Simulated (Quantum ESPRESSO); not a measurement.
CoO:

```
Co O
1.0
     0.00000    2.13150    2.13150
     2.13150    0.00000    2.13150
     2.13150    2.13150    0.00000
Co O
1 1
Cartesian
  0.0000 0.0000 0.0000
  2.1315 2.1315 2.1315
```

```yaml
Program: Quantum ESPRESSO 7.5
Task: Hubbard U by linear response
Functional: LDA
Potentials_or_basis: PseudoDojo 0.4.1 SR LDA standard
Cutoff: 1306 eV
Density_cutoff: 5225 eV
k_mesh: 8 × 8 × 8
Occupations: fermi-dirac, width 0.05 eV
Spin: collinear spin, ferromagnetic start
Starting_moments: "[2.0, 0.0] μB"
Hubbard_terms: Co d U = 8.0 eV
Start_of_the_occupations: default
Hubbard_projectors: atomic
Form_of_the_LDA_correlation: PW92
Mixing_beta: 0.3
Most_SCF_iterations: 120
SCF_threshold: 4e-10 Ry
q_mesh: 2 × 2 × 2
```

Task: What Hubbard parameters does linear response give?

Result: U = 9.18 eV on Co 3d. The values belong to these projectors, potentials and this ground state, and don't carry over to other codes.

Hubbard U from linear response:
```
site  manifold  U (eV)
   1     Co-3d    9.18
```
On the first site the bare response is -0.295 and the screened one -0.077 eV⁻¹.

Eigenvalues of the final occupation matrices:
```tsv
site	spin	trace	eigenvalues
Co 1 3d	1	4.65	0.84 0.84 0.99 0.99 0.99
Co 1 3d	2	3.20	0.11 0.11 0.99 0.99 0.99
```

Caveat: the k mesh is coarse; a cell with one magnetic atom can't hold antiferromagnetic order, which such compounds often take.
